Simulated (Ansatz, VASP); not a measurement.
B in VASP and in Ansatz

File INCAR:

```
SYSTEM = B
ALGO     = Normal         ! electronic algorithm
EDIFF    = 1E-7           ! SCF threshold, eV
ENCUT    = 520            ! plane-wave cutoff, eV
GGA      = PE             ! functional
ISIF     = 2              ! what is computed and relaxed
ISMEAR   = -1             ! smearing method
LASPH    = .TRUE.         ! aspherical terms in the spheres
LCHARG   = .FALSE.        ! write CHGCAR
LREAL    = .FALSE.        ! projectors in reciprocal space
LWAVE    = .FALSE.        ! write WAVECAR
NBANDS   = 10             ! bands
NELM     = 80             ! most SCF steps
PREC     = Accurate       ! precision mode
SIGMA    = 0.1            ! smearing width, eV
```

Contents of KPOINTS:

```
k-points
0
G
  8 8 8
  0 0 0
```

File POSCAR:

```
B
1.0
    0.0000000000      2.0411840000      2.0411840000
    2.0411840000      0.0000000000      2.0411840000
    2.0411840000      2.0411840000      0.0000000000
B
2
Direct
    0.0000000000      0.0000000000      0.0000000000
    0.2500000000      0.2500000000      0.2500000000
```

Input for Ansatz:

```yaml
crystal:
  lattice:
    - [0.0, 2.041184, 2.041184]
    - [2.041184, 0.0, 2.041184]
    - [2.041184, 2.041184, 0.0]
  atoms:
    - { symbol: B, position: [0.0, 0.0, 0.0] }
    - { symbol: B, position: [0.25, 0.25, 0.25] }
  symmetry: { tolerance: 0.0003 }
kpoints:
  mp_grid: { grid: [8, 8, 8], shift: [0, 0, 0] }
magnetization:
  spin_polarized: false
scf:
  occupations: { method: fermi_dirac }
  n_extra_bands: 32
hamiltonian:
  pseudopotentials: { kind: paw }
  xc: pbe
basis:
  ecutwfc: 420
output:
  forces: true
  stress: true
  eigenvalues: true
accuracy: high
```

The cell was built by a generator and needn't be a form met in nature.

Alike in both runs: task single point; functional PBE; k mesh 8 × 8 × 8; no spin polarisation.

|  | VASP | Ansatz |
| --- | --- | --- |
| version | VASP 6.6.1 | Ansatz 0.2.0 |
| potentials or method | VASP PAW PBE potentials, release 64 (B) | PAW plane waves |
| plane-wave cutoff (eV) | 520 | 420 |
| occupations | fermi-dirac, width 0.1 eV | fermi-dirac |
| valence electrons in the cell | 6 | 6 |

```csv
,VASP,Ansatz,Ansatz less VASP
gap on the k mesh at the Fermi level (eV),none,none,-
pressure (GPa),-3.9,-3.9,0.00
```

A gap of «none» marks a metal or a gap that the smearing closes.
